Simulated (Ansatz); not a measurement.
Here is an Ansatz 0.2.0 calculation.

The input run.py:

```python
import json

import ase.io
import numpy as np
import spglib

import ansatz as az

atoms = ase.io.read("Bi.cif")
cell, frac, numbers = spglib.find_primitive((atoms.cell[:], atoms.get_scaled_positions(), atoms.numbers), symprec=1e-5)
atoms = ase.Atoms(numbers, cell=cell, scaled_positions=frac, pbc=True)

calculation = (
    az.Crystal.from_ase(atoms)
    .calculation()
    .kpoints(7, 7, 7)
    .functional("r2scanh")
    .pseudopotentials(kind="paw")
    .occupations(method="gaussian", width=0.02)
    .density()
    .potential()
    .output_files(volumetric_format="npy")
    .electron_localization_function()
    .forces()
    .stress()
    .band_table(publish=True)
)
outcome = calculation.run(threads=2, events_out="events.jsonl")

report = outcome.report
for line in open("events.jsonl"):
    event = json.loads(line)
    if event["event"] == "scf_iter":
        d = event["data"]
        print(f"SCF {d['iter']:3d}  HF = {d['harris_foulkes_ev']:.6f} eV  dr2 = {d['dr2_ev']:.2e} eV")
    elif event["event"] in ("relax_step", "md_step"):
        d = event["data"]
        print(f"{event['event']} {d['step']:3d}  E = {d['lagrangian_ev']:.6f} eV")
np.set_printoptions(precision=5, suppress=True, linewidth=110)
print("converged:", report["converged"], "after", report["n_iterations"], "iterations")
print(f"free energy {report['free_energy_ev']:.6f} eV, Fermi level {report['fermi_energy_ev']:.4f} eV")
for key in ("band_edges_ev", "magnetization_mub", "site_moments_mub", "site_moments_nc_mub", "forces_ev_ang",
                "stress_gpa", "kpoints_frac", "eigenvalues_ev"):
    if report.get(key) is not None:
        print(key, np.array(report[key]), sep="\n")
```

The input Bi.cif:

```cif
data_Bi
_cell_length_a 4.01500995
_cell_length_b 4.01500995
_cell_length_c 4.01500995
_cell_angle_alpha 90.00000000
_cell_angle_beta 90.00000000
_cell_angle_gamma 90.00000000
_space_group_name_H-M_alt 'Im-3m'
_space_group_name_Hall '-I 4 2 3'
_space_group_IT_number 229
loop_
_space_group_symop_operation_xyz
'x,y,z'
'-x,-y,-z'
'-y,x,z'
'y,-x,-z'
'-x,-y,z'
'x,y,-z'
'y,-x,z'
'-y,x,-z'
'x,-y,-z'
'-x,y,z'
'-y,-x,-z'
'y,x,z'
'-x,y,-z'
'x,-y,z'
'y,x,-z'
'-y,-x,z'
'z,x,y'
'-z,-x,-y'
'z,-y,x'
'-z,y,-x'
'z,-x,-y'
'-z,x,y'
'z,y,-x'
'-z,-y,x'
'-z,x,-y'
'z,-x,y'
'-z,-y,-x'
'z,y,x'
'-z,-x,y'
'z,x,-y'
'-z,y,x'
'z,-y,-x'
'y,z,x'
'-y,-z,-x'
'x,z,-y'
'-x,-z,y'
'-y,z,-x'
'y,-z,x'
'-x,z,y'
'x,-z,-y'
'-y,-z,x'
'y,z,-x'
'-x,-z,-y'
'x,z,y'
'y,-z,-x'
'-y,z,x'
'x,-z,y'
'-x,z,-y'
'x+1/2,y+1/2,z+1/2'
'-x+1/2,-y+1/2,-z+1/2'
'-y+1/2,x+1/2,z+1/2'
'y+1/2,-x+1/2,-z+1/2'
'-x+1/2,-y+1/2,z+1/2'
'x+1/2,y+1/2,-z+1/2'
'y+1/2,-x+1/2,z+1/2'
'-y+1/2,x+1/2,-z+1/2'
'x+1/2,-y+1/2,-z+1/2'
'-x+1/2,y+1/2,z+1/2'
'-y+1/2,-x+1/2,-z+1/2'
'y+1/2,x+1/2,z+1/2'
'-x+1/2,y+1/2,-z+1/2'
'x+1/2,-y+1/2,z+1/2'
'y+1/2,x+1/2,-z+1/2'
'-y+1/2,-x+1/2,z+1/2'
'z+1/2,x+1/2,y+1/2'
'-z+1/2,-x+1/2,-y+1/2'
'z+1/2,-y+1/2,x+1/2'
'-z+1/2,y+1/2,-x+1/2'
'z+1/2,-x+1/2,-y+1/2'
'-z+1/2,x+1/2,y+1/2'
'z+1/2,y+1/2,-x+1/2'
'-z+1/2,-y+1/2,x+1/2'
'-z+1/2,x+1/2,-y+1/2'
'z+1/2,-x+1/2,y+1/2'
'-z+1/2,-y+1/2,-x+1/2'
'z+1/2,y+1/2,x+1/2'
'-z+1/2,-x+1/2,y+1/2'
'z+1/2,x+1/2,-y+1/2'
'-z+1/2,y+1/2,x+1/2'
'z+1/2,-y+1/2,-x+1/2'
'y+1/2,z+1/2,x+1/2'
'-y+1/2,-z+1/2,-x+1/2'
'x+1/2,z+1/2,-y+1/2'
'-x+1/2,-z+1/2,y+1/2'
'-y+1/2,z+1/2,-x+1/2'
'y+1/2,-z+1/2,x+1/2'
'-x+1/2,z+1/2,y+1/2'
'x+1/2,-z+1/2,-y+1/2'
'-y+1/2,-z+1/2,x+1/2'
'y+1/2,z+1/2,-x+1/2'
'-x+1/2,-z+1/2,-y+1/2'
'x+1/2,z+1/2,y+1/2'
'y+1/2,-z+1/2,-x+1/2'
'-y+1/2,z+1/2,x+1/2'
'x+1/2,-z+1/2,y+1/2'
'-x+1/2,z+1/2,-y+1/2'
loop_
_atom_site_label
_atom_site_type_symbol
_atom_site_symmetry_multiplicity
_atom_site_Wyckoff_symbol
_atom_site_fract_x
_atom_site_fract_y
_atom_site_fract_z
_atom_site_occupancy
Bi1 Bi 2 a 0.0000000000 0.0000000000 0.0000000000 1
```

Potentials or basis: Ansatz PAW.

Command:

```bash
$ python run.py
```

Task: Estimate the pressure.

Result: -1.7 GPa.

Task: Predict the band gap on the k mesh.

Result: None (metal or under the smearing width).

Caveat: the PAW data sets were made with another functional, which shifts forces and pressure a little; spin-orbit coupling is left out, which moves the levels of the heavy elements; the thresholds are loose for stress.
